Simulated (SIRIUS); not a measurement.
Crystal: MgSi.

```
Si Mg
1.0
     2.90839    0.00000    0.00000
     0.00000    2.90839    0.00000
     0.00000    0.00000    4.10343
Si Mg
1 1
Direct
  0.50000 0.50000 0.50000
  0.00000 0.00000 0.00000
```

The cell comes from a database or a generator and needn't be the stable form of this composition.

| Quantity | Value |
| --- | --- |
| Program | SIRIUS 7.12.0 |
| Task | single point |
| Functional | PBEsol |
| Potentials or basis | all-electron FP-LAPW |
| Cutoff | 158 eV |
| Basis | apw+lo standard |
| k mesh | 9 × 9 × 7 |
| Occupations | fermi-dirac, width 0.05 eV |
| Spin | no spin polarisation |

On this cell: largest force under 0.003 eV/Å; band gap on the k mesh none (metal or under the smearing width).

The same run follows on a disturbed copy (atoms moved at random):

```xyz
2
Lattice="2.9084 0.0000 0.0000 0.0000 2.9084 0.0000 0.0000 0.0000 4.1034" Properties=species:S:1:pos:R:3 pbc="T T T"
Si    1.4730    1.3973    2.0029
Mg   -0.0128    0.0234    0.0126
```

Question: What does the disturbed cell give?

Answer: The energy (extrapolated to zero smearing) moves by +6.6 meV/atom; largest force 0.272 eV/Å; band gap on the k mesh none (metal or under the smearing width).

Forces on the atoms (eV/Å):
```
Si  -0.055  0.138  0.228
Mg   0.055 -0.138 -0.227
```
